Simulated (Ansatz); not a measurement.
**Ruthenium, beta-Sn type under PBEsol: from relaxation to bulk modulus**

Aim: take ruthenium in the beta-Sn type structure, relax it, solve it on a dense k-mesh, then scale the cell to 7 volumes from 88 to 112 % of the relaxed one and try a fit of the equation of state. Spin polarisation is left out. The k-meshes are 14×14×10 for the relaxation; 28×28×19 for the dense run; 19×19×13 for the volumes.

Computed with Ansatz 0.2.0 (DFT PBEsol, plane waves (420 eV) with PAW, scalar-relativistic; PAW files made under PBE, frozen cores solved again for the functional, unless a step says otherwise).

## (1) The structure to begin with

The structure is tetragonal, space group I4_1/amd (No. 141). The conventional cell has a = 4.707 Å, b = 4.707 Å, c = 2.570 Å, α = 90.00°, β = 90.00°, γ = 90.00°. Around Ru (site symmetry -4m2) lie 6 Ru at 2.44 to 2.57 Å.

Coordinates:

```xyz
2
Lattice="-2.3533 2.3533 1.2849 2.3533 -2.3533 1.2849 2.3533 2.3533 -1.2849" Properties=species:S:1:pos:R:3 pbc="T T T"
Ru    0.0000    0.0000    0.0000
Ru    0.0000    2.3533    0.6425
```

## (2) Relaxation of the cell

File input.yaml:

```yaml
crystal:
  lattice:
    - [-2.3533498774, 2.3533498774, 1.2849290331]
    - [2.3533498774, -2.3533498774, 1.2849290331]
    - [2.3533498774, 2.3533498774, -1.2849290331]
  atoms:
    - { symbol: Ru, position: [0.0, 0.0, 0.0] }
    - { symbol: Ru, position: [0.75, 0.25, 0.5] }
hamiltonian:
  xc: pbesol
  pseudopotentials:
    kind: paw
    azcp:
      Ru: "pseudopotentials/Ru.paw.azcp"
basis:
  ecutwfc: 420
  fft_grid_basis: typed
kpoints:
  mp_grid: { grid: [14, 14, 10], shift: [0, 0, 0] }
magnetization:
  spin_polarized: false
scf:
  occupations: { method: fermi_dirac, width: 0.1 }
relax:
  max_steps: 60
  f_tol: 0.01
  cell: {}
```

Output:

```text
Warning: <dir> the record states the generating functional pbe (its physics header spells it `PBE`), which answers neither for hamiltonian.xc's functional nor for the pbesol family's — results may be inconsistent (PPs are generated against a specific XC)
Warning: crystal.symmetry: narrowed to the stabiliser of the k-point mesh — unitary ops 16 → 4; excluded 12 operations that carry a point of the 14×14×10 mesh (shift [0, 0, 0]) off the mesh (the run samples exactly the mesh kpoints.mp_grid names, as under crystal.symmetry.detect: false, and its converged state has the mesh's symmetry, not the crystal's; ε∞, the Born charges and the force constants of a linear response (`dielectric:` by the response, `phonons.method: dfpt`) are averaged over those of the crystal's operations that the state keeps within a tolerance, where `mesh_tensors`, `unaveraged_element` or `gamma_mean_max_change_ev_ang2` stands beside them; a row that `dielectric.field_direction` solves alone is averaged likewise, with nothing beside; a Γ-centred mesh of equal divisions is mapped onto itself by every operation and keeps the whole group, as does a half-shifted one under kpoints.further_shifts: images)
Warning: RAYON_NUM_THREADS=2 ignored (pool sized by the plan → 2); use --threads N
Engine: ansatz 0.2.0, x86_64-unknown-linux-gnu
Pseudopotentials: kind: paw
Pseudopotential: Ru, paw, valence charge 16, recommended cutoff 420 eV (normal), <dir>
Functional definition: PBEsol
  exchange = pbesol_x
  correlation = pbesol_c
Crystal: 2 atoms, lattice volume = 28.465 Å³
Basis set: ecut = 420 eV, 541 PW (Γ), exchange–correlation on 48×48×48 points (8 copies of the dense FFT grid, shifted against one another)
Bands: 20, of which v1, the nominal top of the filled ones, is band 16 counted from 1 (15 counted from 0)
Symmetry: 4 space group operations
k-points: 534 of 1960
Non-local potential: Ru, projectors of the file, l = 0: 3, l = 1: 2, l = 2: 2, l = 3: 1
PAW form: soft (Blöchl's): semilocal exchange-correlation on the pseudo side does not see the compensation charge
PAW frozen core: Ru, regenerated for the run's functional, and the local potential with it (the file was generated under x = pbe(κ = 0.804, μ = 0.2195149727645171), c = pbe(β = 0.06672455060314922))
PAW one-centre angular grid: Ru, 590 points (default); XC on 64 Gauss nodes
Initial density: superposition of atomic densities (neutral atoms: chi_scale 0, normalization atom), corrected by the library's trained network
Initial wavefunctions: pseudopotential atomic-orbital guess
Functional: x = pbesol(κ = 0.804, μ = 0.12345679012345678), c = pbesol(β = 0.046)
SCF iter   1: F=—  HF=-11631.006754 eV  |F-HF|=—  |Δ(HF+E_count)|=         —  Δρ=1.42e-2  dr2=4.69e-2  ethr=1.77e-3  ⟨swp⟩=5.1  Hψ=98155  notcnv=0  defer=59
automatic band count: the SCF goes on with 24 bands, as 20 were too few: the levels above may hold too much charge
preconditioner: auto → none  [metal: Δε(μ)=0.003 eV  Ē_g=11.052 eV  σ=0.100 eV  W_gap=0.01  n_scr=8 (ndim 8)  ℏωp=27.8 eV  f_vac=0.000  D(μ)=3.48/eV (n_scr^D=52)  sad-step TF]
SCF iter   2: F=—  HF=-11630.995882 eV  |F-HF|=—  |Δ(HF+E_count)|=   1.09e-2  Δρ=7.58e-3  dr2=1.38e-2  ethr=1.46e-4  ⟨swp⟩=1.0  Hψ=17110  notcnv=0  defer=96
SCF iter   3: F=—  HF=-11630.991556 eV  |F-HF|=—  |Δ(HF+E_count)|=   4.33e-3  Δρ=6.13e-4  dr2=5.33e-5  ethr=4.32e-5  ⟨swp⟩=2.1  Hψ=17045  notcnv=0  defer=96
SCF iter   4: F=—  HF=-11630.991574 eV  |F-HF|=—  |Δ(HF+E_count)|=   1.82e-5  Δρ=1.80e-4  dr2=6.46e-6  ethr=1.67e-7  ⟨swp⟩=2.0  Hψ=20968  notcnv=0  defer=96
SCF iter   5: F=—  HF=-11630.991572 eV  |F-HF|=—  |Δ(HF+E_count)|=   2.02e-6  Δρ=3.37e-5  dr2=1.51e-7  ethr=2.02e-8  ⟨swp⟩=2.3  Hψ=18003  notcnv=0  defer=96
SCF iter   6: F=-11630.991572 eV  HF=-11630.991572 eV  |F-HF|=3.37e-9  |Δ(HF+E_count)|=   6.05e-8  Δρ=9.71e-6  dr2=6.11e-9  ethr=3.13e-10  ⟨swp⟩=4.0  Hψ=36971  notcnv=0
SCF 1 converged in 6 iterations: F = -11630.991572 eV  dr2 = 6.11e-9
relax step   1: F+E_penalty+E_count = -11630.99157168 eV  Δ(F+E_penalty+E_count) = +0.000e0 eV  max|allowed force component| = 3.579e-3 eV/Å  Δτ_max = 0.0000 Å  P = +12.341 GPa  Ω = 28.465 Å³  (6 SCF iters, dr2 threshold 1.00e-7 eV, accepted)
Crystal: 2 atoms, lattice volume = 30.601 Å³
Basis set: ecut = 420 eV, 581 PW (Γ), exchange–correlation on 48×48×48 points (8 copies of the dense FFT grid, shifted against one another)
Bands: 24, of which v1, the nominal top of the filled ones, is band 16 counted from 1 (15 counted from 0)
Initial density: handed on by an earlier stage of this run
Initial wavefunctions: those handed on with the density
iter 1 solved again at ethr=2.07e-5 eV; its pass at ethr=3.10e-3 eV (dr2=6.63e-3 eV) is discarded
SCF iter   1: F=—  HF=-11631.033298 eV  |F-HF|=—  |Δ(HF+E_count)|=         —  Δρ=6.99e-3  dr2=6.43e-3  ethr=2.07e-5  ⟨swp⟩=2.3  Hψ=76425  notcnv=0
preconditioner: auto → Kerker (q_TF=auto, 2.749 Å⁻¹)  [metal: Δε(μ)=0.000 eV  Ē_g=10.405 eV  σ=0.100 eV  W_gap=0.00  n_scr=16 (ndim 8)  ℏωp=26.9 eV  f_vac=0.000  D(μ)=3.65/eV (n_scr^D=52)]
SCF iter   2: F=—  HF=-11631.032459 eV  |F-HF|=—  |Δ(HF+E_count)|=   8.40e-4  Δρ=3.55e-3  dr2=1.86e-3  ethr=2.01e-5  ⟨swp⟩=1.0  Hψ=12816  notcnv=0
SCF iter   3: F=—  HF=-11631.032160 eV  |F-HF|=—  |Δ(HF+E_count)|=   2.99e-4  Δρ=4.86e-4  dr2=6.01e-5  ethr=5.82e-6  ⟨swp⟩=1.0  Hψ=12843  notcnv=0
SCF iter   4: F=—  HF=-11631.032178 eV  |F-HF|=—  |Δ(HF+E_count)|=   1.86e-5  Δρ=1.11e-4  dr2=2.50e-6  ethr=1.88e-7  ⟨swp⟩=1.0  Hψ=12839  notcnv=0
iter 5 did not close the SCF: its close was put off for the readings that it lacked (scf_convergence_deferred on its scf_iter line)
SCF iter   5: F=-11631.032178 eV  HF=-11631.032178 eV  |F-HF|=5.71e-10  |Δ(HF+E_count)|=   3.22e-7  Δρ=2.16e-5  dr2=5.33e-8  ethr=7.81e-9  ⟨swp⟩=2.1  Hψ=20912  notcnv=0
SCF iter   6: F=-11631.032178 eV  HF=-11631.032178 eV  |F-HF|=1.06e-9  |Δ(HF+E_count)|=   7.22e-9  Δρ=3.86e-6  dr2=2.88e-9  ethr=1.66e-10  ⟨swp⟩=2.0  Hψ=37461  notcnv=0
SCF 2 converged in 6 iterations: F = -11631.032178 eV  dr2 = 2.88e-9
relax step   2: F+E_penalty+E_count = -11631.03217783 eV  Δ(F+E_penalty+E_count) = -4.061e-2 eV  max|allowed force component| = 4.413e-3 eV/Å  Δτ_max = 0.0002 Å  P = -7.241 GPa  Ω = 30.601 Å³  energy of the carried Pulay correction = -6.383e-4 eV  (6 SCF iters, dr2 threshold 2.00e-7 eV, accepted)
Crystal: 2 atoms, lattice volume = 29.898 Å³
iter 1 solved again at ethr=1.59e-6 eV; its pass at ethr=3.10e-3 eV (dr2=5.08e-4 eV) is discarded
SCF iter   1: F=—  HF=-11631.054246 eV  |F-HF|=—  |Δ(HF+E_count)|=         —  Δρ=1.60e-3  dr2=3.77e-4  ethr=1.59e-6  ⟨swp⟩=2.9  Hψ=69772  notcnv=0
preconditioner: auto → Kerker (q_TF=auto, 2.759 Å⁻¹)  [metal: Δε(μ)=0.000 eV  Ē_g=10.615 eV  σ=0.100 eV  W_gap=0.00  n_scr=16 (ndim 8)  ℏωp=27.2 eV  f_vac=0.000  D(μ)=3.55/eV (n_scr^D=52)]
SCF iter   2: F=—  HF=-11631.054222 eV  |F-HF|=—  |Δ(HF+E_count)|=   2.44e-5  Δρ=9.03e-4  dr2=1.19e-4  ethr=1.18e-6  ⟨swp⟩=1.0  Hψ=12816  notcnv=0
SCF iter   3: F=—  HF=-11631.054240 eV  |F-HF|=—  |Δ(HF+E_count)|=   1.81e-5  Δρ=9.38e-5  dr2=2.20e-6  ethr=3.73e-7  ⟨swp⟩=1.0  Hψ=12934  notcnv=0
SCF iter   4: F=—  HF=-11631.054239 eV  |F-HF|=—  |Δ(HF+E_count)|=   9.10e-7  Δρ=3.33e-5  dr2=2.86e-7  ethr=6.88e-9  ⟨swp⟩=1.4  Hψ=14941  notcnv=0
iter 5 did not close the SCF: its close was put off for the readings that it lacked (scf_convergence_deferred on its scf_iter line)
SCF iter   5: F=-11631.054239 eV  HF=-11631.054239 eV  |F-HF|=1.57e-8  |Δ(HF+E_count)|=   3.87e-8  Δρ=1.01e-5  dr2=2.54e-8  ethr=8.93e-10  ⟨swp⟩=2.0  Hψ=19638  notcnv=0
SCF iter   6: F=-11631.054239 eV  HF=-11631.054239 eV  |F-HF|=7.77e-10  |Δ(HF+E_count)|=   5.25e-9  Δρ=2.52e-6  dr2=1.21e-9  ethr=7.95e-11  ⟨swp⟩=1.7  Hψ=37046  notcnv=0
SCF 3 converged in 6 iterations: F = -11631.054239 eV  dr2 = 1.21e-9
relax step   3: F+E_penalty+E_count = -11631.05423925 eV  Δ(F+E_penalty+E_count) = -2.206e-2 eV  max|allowed force component| = 5.040e-3 eV/Å  Δτ_max = 0.0001 Å  P = -1.417 GPa  Ω = 29.898 Å³  energy of the carried Pulay correction = -4.232e-4 eV  (6 SCF iters, dr2 threshold 2.00e-7 eV, accepted)
[... from here on, the SCF cycles and remarks between the steps are left out ...]
relax step   4: F+E_penalty+E_count = -11631.06170975 eV  Δ(F+E_penalty+E_count) = -7.470e-3 eV  max|allowed force component| = 1.474e-2 eV/Å  Δτ_max = 0.0041 Å  P = -1.025 GPa  Ω = 29.898 Å³  energy of the carried Pulay correction = -4.089e-4 eV  (6 SCF iters, dr2 threshold 2.00e-7 eV, accepted)
relax step   5: F+E_penalty+E_count = -11631.08176867 eV  Δ(F+E_penalty+E_count) = -2.006e-2 eV  max|allowed force component| = 1.509e-1 eV/Å  Δτ_max = 0.0244 Å  P = +1.172 GPa  Ω = 29.785 Å³  energy of the carried Pulay correction = -3.267e-4 eV  (6 SCF iters, dr2 threshold 2.00e-7 eV, accepted)
relax step   6: F+E_penalty+E_count = -11631.15009555 eV  Δ(F+E_penalty+E_count) = -6.833e-2 eV  max|allowed force component| = 3.334e-1 eV/Å  Δτ_max = 0.0260 Å  P = +1.464 GPa  Ω = 29.654 Å³  energy of the carried Pulay correction = -2.651e-4 eV  (6 SCF iters, dr2 threshold 2.00e-7 eV, accepted)
relax step   7: F+E_penalty+E_count = -11631.34277994 eV  Δ(F+E_penalty+E_count) = -1.927e-1 eV  max|allowed force component| = 4.147e-1 eV/Å  Δτ_max = 0.0216 Å  P = -0.206 GPa  Ω = 29.497 Å³  energy of the carried Pulay correction = -2.186e-4 eV  (6 SCF iters, dr2 threshold 2.00e-7 eV, accepted)
relax step   8: F+E_penalty+E_count = -11631.63802050 eV  Δ(F+E_penalty+E_count) = -2.952e-1 eV  max|allowed force component| = 3.276e-1 eV/Å  Δτ_max = 0.0188 Å  P = +0.088 GPa  Ω = 29.074 Å³  energy of the carried Pulay correction = -9.465e-5 eV  (6 SCF iters, dr2 threshold 2.00e-7 eV, accepted)
relax step   9: F+E_penalty+E_count = -11631.92554448 eV  Δ(F+E_penalty+E_count) = -2.875e-1 eV  max|allowed force component| = 1.781e-1 eV/Å  Δτ_max = 0.0165 Å  P = +3.107 GPa  Ω = 28.494 Å³  energy of the carried Pulay correction = +7.963e-5 eV  (6 SCF iters, dr2 threshold 2.00e-7 eV, accepted)
relax step  10: F+E_penalty+E_count = -11632.17676043 eV  Δ(F+E_penalty+E_count) = -2.512e-1 eV  max|allowed force component| = 9.760e-2 eV/Å  Δτ_max = 0.0081 Å  P = +2.337 GPa  Ω = 28.159 Å³  energy of the carried Pulay correction = +1.390e-4 eV  (6 SCF iters, dr2 threshold 2.00e-7 eV, accepted)
relax step  11: F+E_penalty+E_count = -11632.20765721 eV  Δ(F+E_penalty+E_count) = -3.090e-2 eV  max|allowed force component| = 1.716e-1 eV/Å  Δτ_max = 0.0068 Å  P = -2.913 GPa  Ω = 28.332 Å³  energy of the carried Pulay correction = +1.087e-5 eV  (6 SCF iters, dr2 threshold 2.00e-7 eV, accepted)
relax step  12: F+E_penalty+E_count = -11632.23650134 eV  Δ(F+E_penalty+E_count) = -2.884e-2 eV  max|allowed force component| = 4.286e-2 eV/Å  Δτ_max = 0.0051 Å  P = +0.791 GPa  Ω = 28.089 Å³  energy of the carried Pulay correction = +1.254e-4 eV  (6 SCF iters, dr2 threshold 2.00e-7 eV, accepted)
relax step  13: F+E_penalty+E_count = -11632.23810688 eV  Δ(F+E_penalty+E_count) = -1.606e-3 eV  max|allowed force component| = 3.787e-3 eV/Å  Δτ_max = 0.0008 Å  P = -0.040 GPa  Ω = 28.137 Å³  energy of the carried Pulay correction = +1.031e-4 eV  (6 SCF iters, dr2 threshold 2.00e-7 eV, accepted)
relax step  14: F+E_penalty+E_count = -11632.23811557 eV  Δ(F+E_penalty+E_count) = -8.696e-6 eV  max|allowed force component| = 1.438e-3 eV/Å  Δτ_max = 0.0001 Å  P = -0.006 GPa  Ω = 28.135 Å³  energy of the carried Pulay correction = +1.037e-4 eV  (6 SCF iters, dr2 threshold 2.94e-8 eV, accepted)
relax step  15: F+E_penalty+E_count = -11632.30803585 eV  Δ(F+E_penalty+E_count) = -6.992e-2 eV  max|allowed force component| = 9.200e-3 eV/Å  Δτ_max = 0.0000 Å  P = +4.225 GPa  Ω = 28.135 Å³  stress off target by 6.54e0 GPa  SCF on the basis re-selected at this cell (its energy is not comparable with the rows above)  (7 SCF iters)
relax step  16: F+E_penalty+E_count = -11632.31993036 eV  Δ(F+E_penalty+E_count) = -1.189e-2 eV  max|allowed force component| = 1.989e-2 eV/Å  Δτ_max = 0.0015 Å  P = +0.773 GPa  Ω = 28.459 Å³  energy of the carried Pulay correction = -9.614e-5 eV  (6 SCF iters, dr2 threshold 2.00e-7 eV, accepted)
relax step  17: F+E_penalty+E_count = -11632.32017961 eV  Δ(F+E_penalty+E_count) = -2.493e-4 eV  max|allowed force component| = 4.385e-3 eV/Å  Δτ_max = 0.0013 Å  P = +0.029 GPa  Ω = 28.539 Å³  energy of the carried Pulay correction = -1.194e-4 eV  (6 SCF iters, dr2 threshold 2.00e-7 eV, accepted)
relax step  18: F+E_penalty+E_count = -11632.32017986 eV  Δ(F+E_penalty+E_count) = -2.514e-7 eV  max|allowed force component| = 3.919e-3 eV/Å  Δτ_max = 0.0004 Å  P = +0.032 GPa  Ω = 28.542 Å³  energy of the carried Pulay correction = -1.204e-4 eV  (6 SCF iters, dr2 threshold 8.12e-9 eV, accepted)
relax step  19: F+E_penalty+E_count = -11632.32018075 eV  Δ(F+E_penalty+E_count) = -8.896e-7 eV  max|allowed force component| = 6.867e-5 eV/Å  Δτ_max = 0.0002 Å  P = +0.001 GPa  Ω = 28.543 Å³  energy of the carried Pulay correction = -1.208e-4 eV  (6 SCF iters, dr2 threshold 7.66e-9 eV, accepted)
iter 1 solved again at ethr=1.37e-8 eV; its pass at ethr=3.10e-3 eV (dr2=4.38e-6 eV) is discarded
SCF iter   1: F=—  HF=-11632.320285 eV  |F-HF|=—  |Δ(HF+E_count)|=         —  Δρ=5.71e-5  dr2=7.94e-8  ethr=1.37e-8  ⟨swp⟩=3.2  Hψ=89614  notcnv=0
SCF iter   2: F=—  HF=-11632.320284 eV  |F-HF|=—  |Δ(HF+E_count)|=   5.48e-7  Δρ=2.66e-5  dr2=1.32e-8  ethr=2.48e-10  ⟨swp⟩=2.5  Hψ=20683  notcnv=0
SCF iter   3: F=—  HF=-11632.320285 eV  |F-HF|=—  |Δ(HF+E_count)|=   5.52e-8  Δρ=4.29e-6  dr2=4.53e-10  ethr=4.13e-11  ⟨swp⟩=1.1  Hψ=13055  notcnv=0
SCF iter   4: F=—  HF=-11632.320285 eV  |F-HF|=—  |Δ(HF+E_count)|=   1.67e-9  Δρ=6.97e-7  dr2=1.78e-10  ethr=1.42e-12  ⟨swp⟩=2.0  Hψ=17234  notcnv=0
iter 5 did not close the SCF: its close was put off for the readings that it lacked (scf_convergence_deferred on its scf_iter line)
SCF iter   5: F=-11632.320285 eV  HF=-11632.320285 eV  |F-HF|=5.46e-12  |Δ(HF+E_count)|=  2.91e-11  Δρ=2.74e-7  dr2=4.22e-12  ethr=1.00e-12  ⟨swp⟩=2.0  Hψ=16446  notcnv=0
SCF iter   6: F=-11632.320285 eV  HF=-11632.320285 eV  |F-HF|=3.64e-12  |Δ(HF+E_count)|=  7.28e-12  Δρ=3.29e-8  dr2=1.14e-13  ethr=1.00e-12  ⟨swp⟩=3.8  Hψ=46489  notcnv=0
SCF 20 converged in 6 iterations: F = -11632.320285 eV  dr2 = 1.14e-13
relax step  20: F+E_penalty+E_count = -11632.32028453 eV  Δ(F+E_penalty+E_count) = -1.038e-4 eV  max|allowed force component| = 3.990e-5 eV/Å  Δτ_max = 0.0000 Å  P = -0.003 GPa  Ω = 28.543 Å³  stress off target by 5.55e-3 GPa  SCF on the basis re-selected at this cell (its energy is not comparable with the rows above)  (6 SCF iters)
basis re-selected at this cell: Δ(F+E_penalty+E_count) = -1.038e-4 eV, ΔP = -0.004 GPa vs the last step (what re-selecting the basis moved, of the pressure what is left beyond the Pulay correction that the steps carried, after the strain that the cell walked since its last selection, with what the two solves' SCF thresholds leave and, on support functions, any second-order correction that the steps lacked; it is no measure of the basis error at this ecutwfc). This SCF's stress stands 5.55e-3 GPa from its target on what of the cell is left free (relax.cell.stress_tol is 5.00e-2 GPa) and its largest allowed force component is 3.99e-5 eV/Å (relax.f_tol is 1.00e-2 eV/Å): within both
SCF converged after 6 iterations
Free energy (F): -11632.320285 eV
Harris-Foulkes:  -11632.320285 eV  (|F-HF|=3.64e-12)
Internal energy: -11632.268157 eV  (E = F + TS)
E sigma→0 (E₀):  -11632.294221 eV
Entropy (-TS):   -0.052128 eV (-26.064 meV/atom)
Fermi energy:    21.991533 eV
--- Per-component energies (eV) ---
  E_band       = -152.722634
  E_kinetic    = 1029.700990
  E_local      = -2767.316636  (includes V_loc(G=0)·N_el)
  E_nonlocal   = 690.540807
  E_hartree    = 908.591269
  E_xc         = -378.879180
  E_vxc        = -477.274358  (∫ρ·V_xc dr)
  E_paw        = -6799.329793  (= ΣΔE_a)
  E_vpaw       = -445.555591  (= ΣTr[D̂ρ^β])
  E_aug_tail   = -0.000397  (compensation charges beyond the density's cutoff)
  E_ewald      = -4316.081809
  E_core_change = 0.506592  (= ΣΔE_core)
  E_smearing   = -0.052128  (= −TS)
  E_closure    = 0.000000  (closes the sum)
  Σ components = -11632.320285   (vs F -11632.320285, Δ=0.00e0)
--- Forces (eV/Å), atoms counted from 1 ---
  atom   1  Ru    -0.00003990     0.00003990     0.00000000
  atom   2  Ru     0.00003990    -0.00003990     0.00000000
  max |Σ_I F_I| component: 0.00e0 eV/Å
--- Stress (GPa, compression-positive) ---
       -0.002527       0.000391       0.001849
        0.000391      -0.002527       0.001849
        0.001849       0.001849      -0.003552
  P = ⅓ Tr σ = -0.0029 GPa (-0.029 kbar)
--- Relaxed structure (18 steps of the walk, 18 accepted, 2 SCFs on fresh bases) ---
  F+E_penalty+E_count = -11632.32028453 eV   max|allowed force component| = 3.990e-5 eV/Å   (the final SCF, on the basis selected at the relaxed cell)
  cell:  # Å, volume = 28.5432 Å³
    - [-3.006003937885866, 2.5995474694891905, 1.3149982903717163]
    - [2.5995474694891905, -3.006003937885866, 1.3149982903717163]
    - [2.2543794492930442, 2.2543794492930442, -2.0594240566430524]
  atoms:
    - { symbol: Ru, position: [-0.018849067935914753, 0.018849067935914753, 0.0] }
    - { symbol: Ru, position: [0.7688490679359148, 0.2311509320640852, 0.5] }
```

Wall time 87 s (2 threads of Intel Xeon 6975P-C (Granite Rapids), shared host); peak memory 0.64 GiB.

Relaxation path:

```tsv
step	energy change (meV/atom)	largest force (eV/Å)	pressure (GPa)	volume (Å³/atom)
1	0.00	0.0036	12.34	14.233
2	-20.30	0.0044	-7.24	15.301
3	-31.33	0.0050	-1.42	14.949
4	-35.07	0.0147	-1.03	14.949
5	-45.10	0.1509	1.17	14.892
6	-79.26	0.3334	1.46	14.827
7	-175.60	0.4147	-0.21	14.749
8	-323.22	0.3276	0.09	14.537
9	-466.99	0.1781	3.11	14.247
10	-592.59	0.0976	2.34	14.079
11	-608.04	0.1716	-2.91	14.166
12	-622.46	0.0429	0.79	14.044
13	-623.27	0.0038	-0.04	14.068
14	-623.27	0.0014	-0.01	14.067
15	-658.23	0.0092	4.23	14.067
16	-664.18	0.0199	0.77	14.229
17	-664.30	0.0044	0.03	14.269
18	-664.30	0.0039	0.03	14.271
19	-664.30	0.0001	0.00	14.272
20	-664.36	0.0000	0.00	14.272
```

Steps that repeat a cell are solved on a basis chosen anew, so their changes of energy are no gain of the relaxation.

Changes in the cell that was computed:

|  | before | after | change |
| --- | --- | --- | --- |
| a (Å) | 3.568 | 4.186 | +17.3 % |
| b (Å) | 3.568 | 4.186 | +17.3 % |
| c (Å) | 3.568 | 3.795 | +6.4 % |
| α (°) | 97.45 | 103.19 | +5.9 % |
| β (°) | 97.45 | 103.19 | +5.9 % |
| γ (°) | 137.78 | 142.49 | +3.4 % |
| volume (Å³/atom) | 14.233 | 14.272 | +0.3 % |
| shortest distance (Å) | 2.439 | 2.536 | +4.0 % |
| space group (spins left aside) | I4_1/amd | Cmcm | changed |

## (3) Single point on a dense mesh

File input.yaml:

```yaml
crystal:
  lattice:
    - [-3.0060039379, 2.5995474695, 1.3149982904]
    - [2.5995474695, -3.0060039379, 1.3149982904]
    - [2.2543794493, 2.2543794493, -2.0594240566]
  atoms:
    - { symbol: Ru, position: [0.9811509321, 0.0188490679, 0.0] }
    - { symbol: Ru, position: [0.7688490679, 0.2311509321, 0.5] }
hamiltonian:
  xc: pbesol
  pseudopotentials:
    kind: paw
    azcp:
      Ru: "pseudopotentials/Ru.paw.azcp"
basis:
  ecutwfc: 420
  fft_grid_basis: typed
kpoints:
  mp_grid: { grid: [28, 28, 19], shift: [0, 0, 0] }
magnetization:
  spin_polarized: false
scf:
  occupations: { method: fermi_dirac, width: 0.1 }
```

Output (excerpt; [...] marks lines left out):

```text
Warning: <dir> the record states the generating functional pbe (its physics header spells it `PBE`), which answers neither for hamiltonian.xc's functional nor for the pbesol family's — results may be inconsistent (PPs are generated against a specific XC)
Warning: RAYON_NUM_THREADS=2 ignored (pool sized by the plan → 2); use --threads N
[...]
[... 3 set-up lines as earlier in the session ...]
[...]
Crystal: 2 atoms, lattice volume = 28.543 Å³
Basis set: ecut = 420 eV, 561 PW (Γ)
Bands: 20, of which v1, the nominal top of the filled ones, is band 16 counted from 1 (15 counted from 0)
[... 1 set-up line as earlier in the session ...]
Space group: C2/c (ITA 15), of the structure as read, at distance tolerance 3.1e-5 Å
k-points: 3865 of 14896
[...]
SCF iter   1: F=—  HF=-11632.327862 eV  |F-HF|=—  |Δ(HF+E_count)|=         —  Δρ=1.29e-2  dr2=2.70e-2  ethr=1.77e-3  ⟨swp⟩=5.0  Hψ=305666  notcnv=0
[...]
SCF iter   7: F=-11632.321427 eV  HF=-11632.321427 eV  |F-HF|=1.24e-9  |Δ(HF+E_count)|=   7.37e-8  Δρ=2.28e-6  dr2=1.61e-9  ethr=3.13e-10  ⟨swp⟩=3.0  Hψ=185017  notcnv=0
[...]
SCF converged after 7 iterations
Free energy (F): -11632.321427 eV
[...]
E sigma→0 (E₀):  -11632.295882 eV
Entropy (-TS):   -0.051092 eV (-25.546 meV/atom)
Fermi energy:    21.993205 eV
[...]
```

Run time: 26 s. Hardware: 2 threads of Intel Xeon 6975P-C (Granite Rapids), shared host; peak memory 1.8 GiB.

(Part 1 of 2 ends here.)
